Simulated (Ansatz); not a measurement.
What does this script print? It uses Ansatz's Python interface.

Script `na2s_robust.py`:
```python
import warnings

import ansatz as az
import numpy as np

vectors = np.array([
    [0.0, 3.2735, 3.2735],
    [3.2735, 0.0, 3.2735],
    [3.2735, 3.2735, 0.0],
])
cell = (
    az.Lattice.of(vectors)
    .atom("Na", (0.25, 0.25, 0.25))
    .atom("Na", (0.75, 0.75, 0.75))
    .atom("S", (0.0, 0.0, 0.0))
)

model = cell.calculation()
model = model.functional("r2scan")
model = model.pseudopotentials("paw")
model = model.basis(750)
model = model.scf(extra_bands=16)
model = model.kpoints(3, 3, 3, center="monkhorst-pack")

warnings.simplefilter("ignore")
report = None
try:
    res = model.occupations("fixed").scf(max_iterations=60).band_table().run(threads=1, pin="off")
    kinds = {n["data"]["kind"] for n in res.notices if n["data"].get("severity") != "audit"}
    print("fixed occupations: gap by band count", round(res.report["gap_by_band_count_ev"], 3), "eV, notices", sorted(kinds))
    if res.report["gap_by_band_count_ev"] > 0.1:
        report = res.report
except az.AnsatzError as error:
    print(type(error).__name__, "under fixed occupations:", str(error)[:140])
if report is None:
    report = model.occupations("fermi_dirac", width=0.05).run(threads=1, pin="off").report
    print("smeared: TS =", round(report["entropy_ts_ev"], 5), "eV")
print(f"F = {report['free_energy_ev']:.5f} eV")
```

`python na2s_robust.py` gives:
```text
fixed occupations: gap by band count 3.016 eV, notices []
F = -3886.84195 eV
```

Reading the output:
- The settings weren't tested for convergence.
- Along an axis with an odd division the mesh misses the point at one half; a gap read on a finite mesh is an upper bound on this functional's gap.
- Semilocal gaps usually lie well under measured ones.
- The k-point mesh is coarse, and energy and stress weren't tested for convergence.
- The structure is a deposited one; some such entries were measured under pressure or heat, so a shift against it needn't be the functional's error alone.
- Levels are Kohn-Sham eigenvalues on this mesh.
- The whole script took 1.9 s on 1 thread of Intel(R) Xeon(R) 6975P-C (Granite Rapids), with other jobs on the host, peak memory 0.65 GiB.
